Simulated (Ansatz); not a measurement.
# KBr: the cost of one run

Computed with Ansatz 0.2.0 (DFT PBE, scalar-relativistic, plane waves, PAW, unless a step's input says otherwise).

2 further runs of the same task are left out: 2 set aside as unsound or not needed.

### Step 1. Starting point

Symmetry: Fm-3m, No. 225, cubic system. Conventional cell: a = 6.701 Å, b = 6.701 Å, c = 6.701 Å, α = 90.00°, β = 90.00°, γ = 90.00°. K (site symmetry m-3m) has 6 Br at 3.35 Å as nearest neighbours. Br (site symmetry m-3m) is surrounded by 6 K at 3.35 Å.

Coordinates:

```
CELL_PARAMETERS angstrom
0.00000 3.35045 3.35045
3.35045 0.00000 3.35045
3.35045 3.35045 0.00000
ATOMIC_POSITIONS crystal
K 0.00000 0.00000 0.00000
Br 0.50000 0.50000 0.50000
```

This cell was relaxed beforehand with the same method: volume 37.61 Å³/atom, gap on the mesh 4.32 eV.

### Step 2. Electronic structure at the relaxed geometry

input.yaml

```yaml
crystal:
  lattice:
    - [0.0, 3.3504479376, 3.3504479376]
    - [3.3504479376, 0.0, 3.3504479376]
    - [3.3504479376, 3.3504479376, 0.0]
  atoms:
    - { symbol: K, position: [0.0, 0.0, 0.0] }
    - { symbol: Br, position: [0.5, 0.5, 0.5] }
basis:
  ecutwfc: 420
kpoints:
  mp_grid: { grid: [6, 6, 6] }
  band_path:
    path:
      - [[0.0, 0.0, 0.0], [0.5, 0.0, 0.5], [0.625, 0.25, 0.625]]
      - [[0.375, 0.375, 0.75], [0.0, 0.0, 0.0], [0.5, 0.5, 0.5], [0.5, 0.25, 0.75], [0.5, 0.0, 0.5]]
    npoints: 14
hamiltonian:
  xc: pbe
scf:
  occupations: { method: gaussian, width: 0.02 }
  n_extra_bands: 6
output:
  forces: true
  stress: true
  eigenvalues: true
  populations: true
  dos: { projected: true, de: 0.02, nscf_kmesh: { grid: [9, 9, 9] } }
  bader: true
  write_density: true
  write_potential: true
  elf: true
  volumetric_format: npy
```

The run is started by

```bash
> ansatz run input.yaml --threads 1 --pin off --max-ram 2560MiB --backend cpu --events-out ev --progress --plain --runs-dir out
```

**Question.** How long does this run take on 1 thread of Arm Neoverse V2, shared host, and how much memory does it need?

About 9 s, with a peak of 0.3 GiB.
